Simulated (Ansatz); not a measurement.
AlN in Ansatz: the effect of functional

AlN:

```
CELL_PARAMETERS angstrom
3.35570 0.00000 0.00000
-1.67785 2.90612 0.00000
0.00000 0.00000 4.24267
ATOMIC_POSITIONS crystal
Al 0.66667 0.33333 0.25000
Al 0.33333 0.66667 0.75000
N 0.66667 0.33333 0.75000
N 0.33333 0.66667 0.25000
```

Measurements of this composition are mostly on another form, of space group No. 186.

The cell isn't the ideal one: volume scaled by 1.04.

Alike in all runs:

| Item | Value |
| --- | --- |
| Program | Ansatz 0.2.0 |
| Task | single point |
| Potentials or basis | Ansatz PAW |
| k mesh | 9 × 9 × 7 |
| Occupations | fermi-dirac, width 0.05 eV |
| Spin | no spin polarisation |

```csv
functional,cutoff,gap on the mesh (eV),pressure (GPa)
r2SCAN,500 eV (not typed: the program's choice for these potentials),?,?
LDA,420 eV (not typed: the program's choice for these potentials),2.98,-15.6
PBEsol,420 eV (not typed: the program's choice for these potentials),2.88,-10.8
```

Task: What does the run with functional r2SCAN give?

Result: gap on the mesh 3.52 eV; pressure -12.6 GPa.

Caveats: odd divisions of the mesh miss points on the zone boundary, where band edges often lie, so the gap on the mesh can be too wide; the PAW data sets come from PBE, with cores solved anew for the run's functional, which leaves a small shift of forces and pressure.

A k mesh can miss the band edges.
